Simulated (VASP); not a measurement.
A run of VASP 6.6.1 is set up as follows.

The input INCAR:

```
PREC = Accurate ; ENCUT = 600
EDIFF = 1E-8 ; ISMEAR = 0
SIGMA = 0.03 ; LREAL = False
LASPH = True ; NELM = 80
ALGO = Normal ; ISIF = 2
LWAVE = False ; LCHARG = False
GGA = PE ; LEPSILON = True
KPAR = 2
```

Contents of KPOINTS:

```
regular mesh
0
Monkhorst-Pack
  16 16 16
```

The input POSCAR:

```
Li2O                                    
1.0
    0.0000000000      2.3104246020      2.3104246020
    2.3104246020      0.0000000000      2.3104246020
    2.3104246020      2.3104246020      0.0000000000
  Li              O             
     2     1
Direct
     0.2500000000000000    0.2500000000000000    0.2500000000000000
     0.7500000000000000    0.7500000000000000    0.7500000000000000
     0.0000000000000000    0.0000000000000000    0.0000000000000000
```

Potentials or basis: VASP PAW PBE potentials, release 64 (Li_sv, O).

Launch:

```console
$ cat potpaw_PBE.64/Li_sv/POTCAR potpaw_PBE.64/O/POTCAR > POTCAR
$ mpirun -np 2 vasp_std > vasp.out
```

Problem. Predict the electronic dielectric tensor (diagonal).

Solution. 2.92.

Problem. What does it give for the Born charges (mean of the diagonal)?

Solution. Li +0.90; O -1.81 e.

Born effective charge tensors (e):
atom 1, Li
```
0.90 0.00 0.00
0.00 0.90 0.00
0.00 0.00 0.90
```
atom 2, Li
```
0.90 0.00 0.00
0.00 0.90 0.00
0.00 0.00 0.90
```
atom 3, O
```
-1.81  0.00  0.00
 0.00 -1.81  0.00
 0.00  0.00 -1.81
```
